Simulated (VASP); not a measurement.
Elastic constants (GPa) of a crystal from LDA (Ceperley-Alder, Perdew-Zunger), VASP's LDA PAW potentials (set 64) (VASP):

```json
[
 {"": "xx", "xx": "49.6", "yy": "14.3", "zz": "14.3", "yz": "0.0", "xz": "0.0", "xy": "0.0"},
 {"": "yy", "xx": "14.3", "yy": "49.6", "zz": "14.3", "yz": "0.0", "xz": "0.0", "xy": "0.0"},
 {"": "zz", "xx": "14.3", "yy": "14.3", "zz": "49.6", "yz": "0.0", "xz": "0.0", "xy": "0.0"},
 {"": "yz", "xx": "0.0", "yy": "0.0", "zz": "0.0", "yz": "17.1", "xz": "0.0", "xy": "0.0"},
 {"": "xz", "xx": "0.0", "yy": "0.0", "zz": "0.0", "yz": "0.0", "xz": "17.1", "xy": "0.0"},
 {"": "xy", "xx": "0.0", "yy": "0.0", "zz": "0.0", "yz": "0.0", "xz": "0.0", "xy": "17.1"}
]
```

Question: Work out the Voigt, Reuss and Hill moduli, Young's modulus and Poisson's ratio.

Answer: All eigenvalues are positive (smallest 17.1 GPa), so the crystal is stable. K_V = (C11+C22+C33+2(C12+C13+C23))/9 = (148.8 + 2×42.9)/9 = 26.1 GPa; G_V = (148.8 − 42.9 + 3×51.3)/15 = 17.3 GPa. From the compliances, K_R = 26.1 GPa and G_R = 17.3 GPa. Hill: K = 26.1 GPa, G = 17.3 GPa, E = 9KG/(3K+G) = 42.5 GPa, ν = (3K−2G)/(2(3K+G)) = 0.228. K/G = 1.51, below Pugh's 1.75; universal anisotropy A^U = 0.00.

Question: With a density of 4.54 g/cm³, what are the mean sound speeds?

Answer: v_l = √((K+4G/3)/ρ) = 3.29 km/s and v_t = √(G/ρ) = 1.95 km/s. The crystal is LiI (rock salt), cubic.

The compound is LiI in the rock salt structure. It was relaxed first, which changed the volume by -10 %.
